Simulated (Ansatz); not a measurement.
## Ionic part of the dielectric constant of BP at 35 GPa, mode by mode

Level of theory: DFT PBE, scalar-relativistic, plane waves, PAW in Ansatz 0.2.0. Settings: 420 eV plane-wave cutoff, Γ-centred 12×12×12 mesh, fixed occupations. No spin polarisation. Phonons by linear response, acoustic sum rule imposed.

It takes space group F-43m (No. 216, cubic). Conventional cell: a = 4.312 Å, b = 4.312 Å, c = 4.312 Å, α = 90.00°, β = 90.00°, γ = 90.00°. B (site symmetry -43m) has 4 P at 1.87 Å as nearest neighbours. Around P (site symmetry -43m) lie 4 B at 1.87 Å.

Other phases may be more stable at this pressure.

The primitive cell has V = 20.05 Å³ and ε∞,yy = 9.153. Each polar mode adds Δε = (4.92064×10⁷/V)·S/ν² along y, with S its oscillator strength in e²/amu, ν in cm⁻¹ and V in Å³.

**Question.** From these modes, find each Δε and ε0,yy.
| ν (cm⁻¹) | S_yy (e²/amu) |
| --- | --- |
| 936.3 | 0.131 |

**Answer.**
```
ν (cm⁻¹)    Δε
   936.3  0.37
```

The sum is 0.367, so ε0,yy = 9.52; the run's tensor has 9.52.

**Question.** Where do the longitudinal modes lie for a wave vector along y?

**Answer.** At 955 cm⁻¹. The Lyddane–Sachs–Teller product Π(ν_LO/ν_TO)² = 1.04 matches ε0/ε∞ = 1.04.

Cost: 1 run of about 0.65 core-minutes, on Arm Neoverse V1 (shared hosts).